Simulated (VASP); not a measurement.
Wanted: the native input for a VASP 6.6.1 run.

- Task: band structure
- Functional: r2SCAN
- Potentials or basis: VASP PAW PBE potentials, release 64 (Si, O)
- Cutoff: 520 eV
- k mesh: 6 × 6 × 6
- Occupations: gaussian, width 0.02 eV
- Spin: no spin polarisation
- Ladder: gaps
- Further INCAR settings: ALGO = Normal; EDIFF = 1e-06

The structure of SiO2 lies in POSCAR:

```
SiO2
1.0
    5.0605222284      0.0000000000      0.0000000000
   -2.5302611142      4.3825408062      0.0000000000
    0.0000000000      0.0000000000      5.5413533100
Si O
3 6
Direct
    0.5000000000      0.0000000000      0.0000000000
    0.5000000000      0.5000000000      0.6666666667
    0.0000000000      0.5000000000      0.3333333333
    0.2086053700      0.7913946300      0.1666666667
    0.2086053700      0.4172107400      0.5000000000
    0.4172107400      0.2086053700      0.8333333333
    0.7913946300      0.2086053700      0.1666666667
    0.7913946300      0.5827892600      0.5000000000
    0.5827892600      0.7913946300      0.8333333333
```

The cell comes from a database or a generator and needn't be the stable form of this composition.

These files were run (other wordings do the same):

INCAR

```
PREC = Accurate
ENCUT = 520
EDIFF = 1E-6
ISMEAR = 0
SIGMA = 0.02
LREAL = F
LASPH = T
NELM = 100
ALGO = Normal
ISIF = 2
LWAVE = F
LCHARG = F
METAGGA = R2SCAN
LMIXTAU = T
KPAR = 2
```

KPOINTS

```
Automatic mesh
0
Gamma
  6 6 6
```

KPOINTS_OPT

```
path GMKGALHA,LM,KH
15
line-mode
reciprocal
 0.0000000000  0.0000000000  0.0000000000  G
 0.5000000000  0.0000000000  0.0000000000  M

 0.5000000000  0.0000000000  0.0000000000  M
 0.3333333333  0.3333333333  0.0000000000  K

 0.3333333333  0.3333333333  0.0000000000  K
 0.0000000000  0.0000000000  0.0000000000  G

 0.0000000000  0.0000000000  0.0000000000  G
 0.0000000000  0.0000000000  0.5000000000  A

 0.0000000000  0.0000000000  0.5000000000  A
 0.5000000000  0.0000000000  0.5000000000  L

 0.5000000000  0.0000000000  0.5000000000  L
 0.3333333333  0.3333333333  0.5000000000  H

 0.3333333333  0.3333333333  0.5000000000  H
 0.0000000000  0.0000000000  0.5000000000  A

 0.5000000000  0.0000000000  0.5000000000  L
 0.5000000000  0.0000000000  0.0000000000  M

 0.3333333333  0.3333333333  0.0000000000  K
 0.3333333333  0.3333333333  0.5000000000  H
```

Potentials or basis: VASP PAW PBE potentials, release 64 (Si, O).

Command:

```bash
$ cat potpaw_PBE.64/Si/POTCAR potpaw_PBE.64/O/POTCAR > POTCAR
$ mpirun -np 2 vasp_std > vasp.out
```

It gave:

* Pressure: 0.3 GPa
* Largest force: 0.020 eV/Å
* Band gap on the k mesh: 6.30 eV, indirect (least direct gap 6.49 eV)
* Band gap along the path: 6.29 eV, indirect (least direct gap 6.49 eV)

Caveat: the PAW data sets were made with another functional, which shifts forces and pressure a little.

Run time: 9.1 min on 2 MPI ranks on AMD EPYC 9R14 (Zen 4) (shared host), peak memory 0.31 GiB a rank.
